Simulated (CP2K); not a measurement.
The system is In.

```xyz
2
Lattice="3.3355 0.0000 0.0000 -1.6677 2.8886 0.0000 0.0000 0.0000 5.5091" Properties=species:S:1:pos:R:3 pbc="T T T"
In    1.6677    0.9629    4.1319
In    0.0000    1.9257    1.3773
```

This isn't the form of In at room conditions, which is tetragonal.

Base run:

| Quantity | Value |
| --- | --- |
| Program | CP2K 2026.2 |
| Functional | RPBE |
| Potentials or basis | POTENTIAL_UZH In GTH-PBE-q13; TZVP-MOLOPT-PBE-GTH basis |
| Density cutoff | 9184 eV |
| k mesh | 9 × 9 × 5 |
| Occupations | fermi-dirac, width 0.05 eV |
| Spin | no spin polarisation |

Its results: band gap on the k mesh none (metal or under the smearing width); pressure 3.2 GPa.

After a change of settings the same cell gave: band gap on the k mesh none (metal or under the smearing width); pressure -1.0 GPa. Which change was it?
A. functional from RPBE to PBE
B. functional from RPBE to LDA
C. functional from RPBE to PBEsol
D. functional from RPBE to rev-vdW-DF2

C.

PBEsol binds more tightly than RPBE, so the same cell stands under less pressure.

Caveats: the potentials were made for another functional, which shifts forces and pressure; the basis of atomic orbitals isn't converged, which shifts pressures, moduli and gaps.
